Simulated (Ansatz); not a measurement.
Geometry optimisation in Ansatz: input, command and trajectory.

```yaml
crystal:
  lattice:
    - [0.0, 0.0, -8.4411725844]
    - [7.986165282, 0.0, -4.2205862922]
    - [0.0, -7.986165282, -4.2205862922]
  atoms:
    - { symbol: K, position: [0.496747866, 0.25, 0.25] }
    - { symbol: K, position: [0.996747866, 0.25, 0.25] }
    - { symbol: K, position: [0.246747866, 0.25, 0.75] }
    - { symbol: K, position: [0.746747866, 0.25, 0.75] }
    - { symbol: K, position: [0.246747866, 0.75, 0.25] }
    - { symbol: K, position: [0.746747866, 0.75, 0.25] }
    - { symbol: K, position: [0.496747866, 0.75, 0.75] }
    - { symbol: K, position: [0.996747866, 0.75, 0.75] }
    - { symbol: O, position: [0.4878540146, 0.5, 0.5], spin: 0.167 }
    - { symbol: Nb, position: [0.9878540146, 0.5, 0.5] }
    - { symbol: Nb, position: [0.2378540146, 0.5, 0.0] }
    - { symbol: Nb, position: [0.7378540146, 0.5, 0.0] }
    - { symbol: Nb, position: [0.2378540146, 0.0, 0.5] }
    - { symbol: Nb, position: [0.7378540146, 0.0, 0.5] }
    - { symbol: Nb, position: [0.4878540146, 0.0, 0.0] }
    - { symbol: Nb, position: [0.9878540146, 0.0, 0.0] }
    - { symbol: O, position: [0.1387004081, 0.25, 0.5] }
    - { symbol: O, position: [0.6387004081, 0.25, 0.5], spin: 0.167 }
    - { symbol: O, position: [0.8887004081, 0.25, 0.0] }
    - { symbol: O, position: [0.3887004081, 0.25, 0.0] }
    - { symbol: O, position: [0.8887004081, 0.75, 0.5] }
    - { symbol: O, position: [0.3887004081, 0.75, 0.5], spin: 0.167 }
    - { symbol: O, position: [0.1387004081, 0.75, 0.0] }
    - { symbol: O, position: [0.6387004081, 0.75, 0.0] }
    - { symbol: O, position: [0.1387004081, 0.5, 0.25] }
    - { symbol: O, position: [0.6387004081, 0.5, 0.25], spin: 0.167 }
    - { symbol: O, position: [0.8887004081, 0.5, 0.75] }
    - { symbol: O, position: [0.3887004081, 0.5, 0.75], spin: 0.167 }
    - { symbol: O, position: [0.8887004081, 0.0, 0.25] }
    - { symbol: O, position: [0.3887004081, 0.0, 0.25] }
    - { symbol: O, position: [0.1387004081, 0.0, 0.75] }
    - { symbol: O, position: [0.6387004081, 0.0, 0.75] }
    - { symbol: O, position: [0.5205968033, 0.0, 0.5] }
    - { symbol: O, position: [0.0205968033, 0.0, 0.5] }
    - { symbol: O, position: [0.2705968033, 0.0, 0.0] }
    - { symbol: O, position: [0.7705968033, 0.0, 0.0] }
    - { symbol: O, position: [0.2705968033, 0.5, 0.5], spin: 0.167 }
    - { symbol: O, position: [0.7705968033, 0.5, 0.5] }
    - { symbol: O, position: [0.5205968033, 0.5, 0.0] }
    - { symbol: O, position: [0.0205968033, 0.5, 0.0] }
  host:
    lattice:
      - [3.993082641, 0.0, 0.0]
      - [0.0, 3.993082641, 0.0]
      - [0.0, 0.0, 4.2205862922]
    atoms:
      - { symbol: K, position: [0.5, 0.5, 0.506504268] }
      - { symbol: Nb, position: [0.0, 0.0, 0.0242919707] }
      - { symbol: O, position: [0.5, 0.0, 0.9725991839] }
      - { symbol: O, position: [0.0, 0.5, 0.9725991839] }
      - { symbol: O, position: [0.0, 0.0, 0.4588063934] }
basis:
  ecutwfc: 420
  xc_grid: 2
kpoints:
  mp_grid: { grid: [2, 2, 2], shift: [0.0, 0.0, 0.0] }
hamiltonian:
  xc: pbe
scf:
  occupations: { method: gaussian, width: 0.01 }
output:
  forces: true
  stress: false
  eigenvalues: true
  populations: true
  charged_corrections: { defect_position: [0.48785401, 0.5, 0.5] }
  write_density: true
  write_potential: true
  elf: true
  volumetric_format: npy
magnetization:
  spin_polarized: true
relax:
  adjacent_minimum: "off"
  f_tol: 0.025
  max_steps: 45
```

```bash
ansatz run input.yaml --threads 4 --pin off --max-ram 6144MiB --backend cpu --events-out ev --progress --plain --runs-dir out
```

All numbers below come from DFT PBE, scalar-relativistic, plane waves, PAW (Ansatz 0.2.0).

The cell holds a point defect: O on a Nb site (a), neutral.

Of 10 frames 5 are shown, positions in Å and forces in eV/Å; the SCF threshold varies from step to step.

```xyz
40
Lattice="0.0000 0.0000 -8.4412 7.9862 0.0000 -4.2206 0.0000 -7.9862 -4.2206" Properties=species:S:1:pos:R:3:forces:R:3 pbc="T T T" step=1 free_energy_over_end_meV_per_atom=84.73
K     1.9965   -1.9965   -6.3034    0.2274   -0.2274   -0.2612
K     1.9965   -1.9965  -10.5240    0.2202   -0.2202    0.1766
K     1.9965   -5.9896   -6.3034    0.2274    0.2274   -0.2612
K     1.9965   -5.9896  -10.5240    0.2202    0.2202    0.1766
K     5.9896   -1.9965   -6.3034   -0.2274   -0.2274   -0.2612
K     5.9896   -1.9965  -10.5240   -0.2202   -0.2202    0.1766
K     5.9896   -5.9896  -10.5240   -0.2202    0.2202    0.1766
K     5.9896   -5.9896  -14.7446   -0.2274    0.2274   -0.2612
O     3.9931   -3.9931   -8.3386    0.0000    0.0000    3.5782
Nb    3.9931   -3.9931  -12.5592    0.0000    0.0000    1.8491
Nb    3.9931    0.0000   -4.1181    0.0000    0.8407   -0.0762
Nb    3.9931    0.0000   -8.3386    0.0000   -0.8407   -0.0762
Nb    0.0000   -3.9931   -4.1181   -0.8407    0.0000   -0.0762
Nb    0.0000   -3.9931   -8.3386    0.8407    0.0000   -0.0762
Nb    0.0000    0.0000   -4.1181    0.0000    0.0000    0.0623
Nb    0.0000    0.0000   -8.3386    0.0000    0.0000    0.0623
O     1.9965   -3.9931   -4.3362   -0.3064    0.0000   -0.0408
O     1.9965   -3.9931   -8.5568   -0.7925    0.0000    0.0251
O     1.9965    0.0000   -8.5568   -0.1728    0.0281   -0.0190
O     1.9965    0.0000   -4.3362   -0.1728   -0.0281   -0.0190
O     5.9896   -3.9931  -12.7774    0.3064    0.0000   -0.0408
O     5.9896   -3.9931   -8.5568    0.7925    0.0000    0.0251
O     5.9896    0.0000   -4.3362    0.1728   -0.0281   -0.0190
O     5.9896    0.0000   -8.5568    0.1728    0.0281   -0.0190
O     3.9931   -1.9965   -4.3362    0.0000    0.3064   -0.0408
O     3.9931   -1.9965   -8.5568    0.0000    0.7925    0.0251
O     3.9931   -5.9896  -12.7774    0.0000   -0.3064   -0.0408
O     3.9931   -5.9896   -8.5568    0.0000   -0.7925    0.0251
O     0.0000   -1.9965   -8.5568   -0.0281    0.1728   -0.0190
O     0.0000   -1.9965   -4.3362    0.0281    0.1728   -0.0190
O     0.0000   -5.9896   -4.3362    0.0281   -0.1728   -0.0190
O     0.0000   -5.9896   -8.5568   -0.0281   -0.1728   -0.0190
O     0.0000   -3.9931   -6.5047   -0.0908    0.0000    0.1100
O     0.0000   -3.9931   -2.2842    0.0908    0.0000    0.1100
O     0.0000    0.0000   -2.2842    0.0000    0.0000   -0.0540
O     0.0000    0.0000   -6.5047    0.0000    0.0000   -0.0540
O     3.9931   -3.9931   -6.5047    0.0000    0.0000   -2.3059
O     3.9931   -3.9931  -10.7253    0.0000    0.0000   -2.7194
O     3.9931    0.0000   -6.5047    0.0000    0.0908    0.1100
O     3.9931    0.0000   -2.2842    0.0000   -0.0908    0.1100
40
Lattice="0.0000 0.0000 -8.4412 7.9862 0.0000 -4.2206 0.0000 -7.9862 -4.2206" Properties=species:S:1:pos:R:3:forces:R:3 pbc="T T T" step=3 free_energy_over_end_meV_per_atom=24.44
K     2.0912   -2.0912   -6.4395   -0.3905    0.3905    0.1760
K     2.1067   -2.1067  -10.4278   -0.1081    0.1081   -0.0876
K     2.0912   -5.8950   -6.4395   -0.3905   -0.3905    0.1760
K     2.1067   -5.8794  -10.4278   -0.1081   -0.1081   -0.0876
K     5.8950   -2.0912   -6.4395    0.3905    0.3905    0.1760
K     5.8794   -2.1067  -10.4278    0.1081    0.1081   -0.0876
K     5.8794   -5.8794  -10.4278    0.1081   -0.1081   -0.0876
K     5.8950   -5.8950  -14.8807    0.3905   -0.3905    0.1760
O     3.9931   -3.9931   -7.9648    0.0000    0.0000    2.8511
Nb    3.9931   -3.9931  -12.6301    0.0000    0.0000    1.9951
Nb    3.9931    0.0078   -4.1091    0.0000    0.4134   -0.0093
Nb    3.9931   -0.0078   -8.3297    0.0000   -0.4134   -0.0093
Nb   -0.0078   -3.9931   -4.1091   -0.4134    0.0000   -0.0093
Nb    0.0078   -3.9931   -8.3297    0.4134    0.0000   -0.0093
Nb    0.0000    0.0000   -4.1189    0.0000    0.0000    0.1548
Nb    0.0000    0.0000   -8.3395    0.0000    0.0000    0.1548
O     1.9823   -3.9931   -4.3753    0.3926    0.0000   -0.3726
O     1.9588   -3.9931   -8.4873   -0.9717    0.0000   -0.0402
O     1.9941    0.0053   -8.5649   -0.0500   -0.0334   -0.0249
O     1.9941   -0.0053   -4.3443   -0.0500    0.0334   -0.0249
O     6.0038   -3.9931  -12.8165   -0.3926    0.0000   -0.3726
O     6.0273   -3.9931   -8.4873    0.9717    0.0000   -0.0402
O     5.9921   -0.0053   -4.3443    0.0500    0.0334   -0.0249
O     5.9921    0.0053   -8.5649    0.0500   -0.0334   -0.0249
O     3.9931   -1.9823   -4.3753    0.0000   -0.3926   -0.3726
O     3.9931   -1.9588   -8.4873    0.0000    0.9717   -0.0402
O     3.9931   -6.0038  -12.8165    0.0000    0.3926   -0.3726
O     3.9931   -6.0273   -8.4873    0.0000   -0.9717   -0.0402
O    -0.0053   -1.9941   -8.5649    0.0334    0.0500   -0.0249
O     0.0053   -1.9941   -4.3443   -0.0334    0.0500   -0.0249
O     0.0053   -5.9921   -4.3443   -0.0334   -0.0500   -0.0249
O    -0.0053   -5.9921   -8.5649    0.0334   -0.0500   -0.0249
O    -0.0388   -3.9931   -6.4930   -0.0838    0.0000    0.0719
O     0.0388   -3.9931   -2.2724    0.0838    0.0000    0.0719
O     0.0000    0.0000   -2.2902    0.0000    0.0000   -0.1299
O     0.0000    0.0000   -6.5108    0.0000    0.0000   -0.1299
O     3.9931   -3.9931   -6.6309    0.0000    0.0000   -3.0515
O     3.9931   -3.9931  -10.8690    0.0000    0.0000   -0.5996
O     3.9931    0.0388   -6.4930    0.0000    0.0838    0.0719
O     3.9931   -0.0388   -2.2724    0.0000   -0.0838    0.0719
40
Lattice="0.0000 0.0000 -8.4412 7.9862 0.0000 -4.2206 0.0000 -7.9862 -4.2206" Properties=species:S:1:pos:R:3:forces:R:3 pbc="T T T" step=5 free_energy_over_end_meV_per_atom=10.38
K     2.0468   -2.0468   -6.4199   -0.2321    0.2321    0.1460
K     2.0898   -2.0898  -10.4225   -0.0471    0.0471   -0.0531
K     2.0468   -5.9393   -6.4199   -0.2321   -0.2321    0.1460
K     2.0898   -5.8964  -10.4225   -0.0471   -0.0471   -0.0531
K     5.9393   -2.0468   -6.4199    0.2321    0.2321    0.1460
K     5.8964   -2.0898  -10.4225    0.0471    0.0471   -0.0531
K     5.8964   -5.8964  -10.4225    0.0471   -0.0471   -0.0531
K     5.9393   -5.9393  -14.8611    0.2321   -0.2321    0.1460
O     3.9931   -3.9931   -8.0023    0.0000    0.0000    2.2269
Nb    3.9931   -3.9931  -12.6099    0.0000    0.0000    0.8744
Nb    3.9931    0.0069   -4.1085    0.0000    0.3380    0.0587
Nb    3.9931   -0.0069   -8.3291    0.0000   -0.3380    0.0587
Nb   -0.0069   -3.9931   -4.1085   -0.3380    0.0000    0.0587
Nb    0.0069   -3.9931   -8.3291    0.3380    0.0000    0.0587
Nb    0.0000    0.0000   -4.1037    0.0000    0.0000    0.1448
Nb    0.0000    0.0000   -8.3243    0.0000    0.0000    0.1448
O     1.9981   -3.9931   -4.4409    0.3140    0.0000   -0.2531
O     1.9180   -3.9931   -8.4722   -0.8912    0.0000   -0.1091
O     1.9886    0.0135   -8.5476   -0.0665   -0.0042   -0.0543
O     1.9886   -0.0135   -4.3270   -0.0665    0.0042   -0.0543
O     5.9880   -3.9931  -12.8821   -0.3140    0.0000   -0.2531
O     6.0682   -3.9931   -8.4722    0.8912    0.0000   -0.1091
O     5.9976   -0.0135   -4.3270    0.0665    0.0042   -0.0543
O     5.9976    0.0135   -8.5476    0.0665   -0.0042   -0.0543
O     3.9931   -1.9981   -4.4409    0.0000   -0.3140   -0.2531
O     3.9931   -1.9180   -8.4722    0.0000    0.8912   -0.1091
O     3.9931   -5.9880  -12.8821    0.0000    0.3140   -0.2531
O     3.9931   -6.0682   -8.4722    0.0000   -0.8912   -0.1091
O    -0.0135   -1.9886   -8.5476    0.0042    0.0665   -0.0543
O     0.0135   -1.9886   -4.3270   -0.0042    0.0665   -0.0543
O     0.0135   -5.9976   -4.3270   -0.0042   -0.0665   -0.0543
O    -0.0135   -5.9976   -8.5476    0.0042   -0.0665   -0.0543
O    -0.0965   -3.9931   -6.4921    0.0583    0.0000    0.0236
O     0.0965   -3.9931   -2.2715   -0.0583    0.0000    0.0236
O     0.0000    0.0000   -2.2722    0.0000    0.0000   -0.1028
O     0.0000    0.0000   -6.4928    0.0000    0.0000   -0.1028
O     3.9931   -3.9931   -6.7292    0.0000    0.0000   -1.9484
O     3.9931   -3.9931  -10.8614    0.0000    0.0000   -0.0550
O     3.9931    0.0965   -6.4921    0.0000   -0.0583    0.0236
O     3.9931   -0.0965   -2.2715    0.0000    0.0583    0.0236
40
Lattice="0.0000 0.0000 -8.4412 7.9862 0.0000 -4.2206 0.0000 -7.9862 -4.2206" Properties=species:S:1:pos:R:3:forces:R:3 pbc="T T T" step=8 free_energy_over_end_meV_per_atom=0.26
K     1.9739   -1.9739   -6.3740    0.0315   -0.0315    0.0092
K     2.0666   -2.0666  -10.4286    0.0075   -0.0075    0.0514
K     1.9739   -6.0122   -6.3740    0.0315    0.0315    0.0092
K     2.0666   -5.9196  -10.4286    0.0075    0.0075    0.0514
K     6.0122   -1.9739   -6.3740   -0.0315   -0.0315    0.0092
K     5.9196   -2.0666  -10.4286   -0.0075   -0.0075    0.0514
K     5.9196   -5.9196  -10.4286   -0.0075    0.0075    0.0514
K     6.0122   -6.0122  -14.8151   -0.0315    0.0315    0.0092
O     3.9931   -3.9931   -7.9496    0.0000    0.0000    0.3691
Nb    3.9931   -3.9931  -12.5405    0.0000    0.0000   -0.3045
Nb    3.9931   -0.0146   -4.1053    0.0000    0.1441    0.0043
Nb    3.9931    0.0146   -8.3259    0.0000   -0.1441    0.0043
Nb    0.0146   -3.9931   -4.1053   -0.1441    0.0000    0.0043
Nb   -0.0146   -3.9931   -8.3259    0.1441    0.0000    0.0043
Nb    0.0000    0.0000   -4.0943    0.0000    0.0000   -0.0050
Nb    0.0000    0.0000   -8.3149    0.0000    0.0000   -0.0050
O     2.0434   -3.9931   -4.5028   -0.1664    0.0000    0.0521
O     1.8354   -3.9931   -8.5147   -0.1736    0.0000   -0.0383
O     1.9801    0.0333   -8.5493   -0.0174    0.0040    0.0187
O     1.9801   -0.0333   -4.3287   -0.0174   -0.0040    0.0187
O     5.9428   -3.9931  -12.9440    0.1664    0.0000    0.0521
O     6.1508   -3.9931   -8.5147    0.1736    0.0000   -0.0383
O     6.0060   -0.0333   -4.3287    0.0174   -0.0040    0.0187
O     6.0060    0.0333   -8.5493    0.0174    0.0040    0.0187
O     3.9931   -2.0434   -4.5028    0.0000    0.1664    0.0521
O     3.9931   -1.8354   -8.5147    0.0000    0.1736   -0.0383
O     3.9931   -5.9428  -12.9440    0.0000   -0.1664    0.0521
O     3.9931   -6.1508   -8.5147    0.0000   -0.1736   -0.0383
O    -0.0333   -1.9801   -8.5493   -0.0040    0.0174    0.0187
O     0.0333   -1.9801   -4.3287    0.0040    0.0174    0.0187
O     0.0333   -6.0060   -4.3287    0.0040   -0.0174    0.0187
O    -0.0333   -6.0060   -8.5493   -0.0040   -0.0174    0.0187
O    -0.0866   -3.9931   -6.4829   -0.0564    0.0000   -0.0875
O     0.0866   -3.9931   -2.2623    0.0564    0.0000   -0.0875
O     0.0000    0.0000   -2.2633    0.0000    0.0000   -0.0286
O     0.0000    0.0000   -6.4839    0.0000    0.0000   -0.0286
O     3.9931   -3.9931   -6.7327    0.0000    0.0000   -0.3534
O     3.9931   -3.9931  -10.7947    0.0000    0.0000    0.2473
O     3.9931    0.0866   -6.4829    0.0000    0.0564   -0.0875
O     3.9931   -0.0866   -2.2623    0.0000   -0.0564   -0.0875
40
Lattice="0.0000 0.0000 -8.4412 7.9862 0.0000 -4.2206 0.0000 -7.9862 -4.2206" Properties=species:S:1:pos:R:3:forces:R:3 pbc="T T T" step=10 free_energy_over_end_meV_per_atom=0.00
K     1.9788   -1.9788   -6.3715    0.0000    0.0000    0.0042
K     2.0666   -2.0666  -10.4195    0.0047   -0.0047    0.0018
K     1.9788   -6.0074   -6.3715    0.0000    0.0000    0.0042
K     2.0666   -5.9195  -10.4195    0.0047    0.0047    0.0018
K     6.0074   -1.9788   -6.3715    0.0000    0.0000    0.0042
K     5.9195   -2.0666  -10.4195   -0.0047   -0.0047    0.0018
K     5.9195   -5.9195  -10.4195   -0.0047    0.0047    0.0018
K     6.0074   -6.0074  -14.8126    0.0000    0.0000    0.0042
O     3.9931   -3.9931   -7.9545    0.0000    0.0000   -0.0126
Nb    3.9931   -3.9931  -12.5465    0.0000    0.0000    0.0156
Nb    3.9931   -0.0118   -4.1077    0.0000   -0.0077    0.0154
Nb    3.9931    0.0118   -8.3283    0.0000    0.0077    0.0154
Nb    0.0118   -3.9931   -4.1077    0.0077    0.0000    0.0154
Nb   -0.0118   -3.9931   -8.3283   -0.0077    0.0000    0.0154
Nb    0.0000    0.0000   -4.0925    0.0000    0.0000    0.0101
Nb    0.0000    0.0000   -8.3131    0.0000    0.0000    0.0101
O     2.0374   -3.9931   -4.4994    0.0058    0.0000   -0.0007
O     1.8301   -3.9931   -8.5238    0.0022    0.0000   -0.0019
O     1.9789    0.0330   -8.5468   -0.0009    0.0028   -0.0006
O     1.9789   -0.0330   -4.3262   -0.0009   -0.0028   -0.0006
O     5.9488   -3.9931  -12.9406   -0.0058    0.0000   -0.0007
O     6.1560   -3.9931   -8.5238   -0.0022    0.0000   -0.0019
O     6.0073   -0.0330   -4.3262    0.0009   -0.0028   -0.0006
O     6.0073    0.0330   -8.5468    0.0009    0.0028   -0.0006
O     3.9931   -2.0374   -4.4994    0.0000   -0.0058   -0.0007
O     3.9931   -1.8301   -8.5238    0.0000   -0.0022   -0.0019
O     3.9931   -5.9488  -12.9406    0.0000    0.0058   -0.0007
O     3.9931   -6.1560   -8.5238    0.0000    0.0022   -0.0019
O    -0.0330   -1.9789   -8.5468   -0.0028    0.0009   -0.0006
O     0.0330   -1.9789   -4.3262    0.0028    0.0009   -0.0006
O     0.0330   -6.0073   -4.3262    0.0028   -0.0009   -0.0006
O    -0.0330   -6.0073   -8.5468   -0.0028   -0.0009   -0.0006
O    -0.0918   -3.9931   -6.4874    0.0058    0.0000   -0.0203
O     0.0918   -3.9931   -2.2668   -0.0058    0.0000   -0.0203
O     0.0000    0.0000   -2.2620    0.0000    0.0000   -0.0071
O     0.0000    0.0000   -6.4826    0.0000    0.0000   -0.0071
O     3.9931   -3.9931   -6.7432    0.0000    0.0000    0.0158
O     3.9931   -3.9931  -10.7952    0.0000    0.0000   -0.0143
O     3.9931    0.0918   -6.4874    0.0000   -0.0058   -0.0203
O     3.9931   -0.0918   -2.2668    0.0000    0.0058   -0.0203
```

Time: 6.2 min on 4 threads of Arm Neoverse V1, with other jobs on the host, peak memory 2.3 GiB.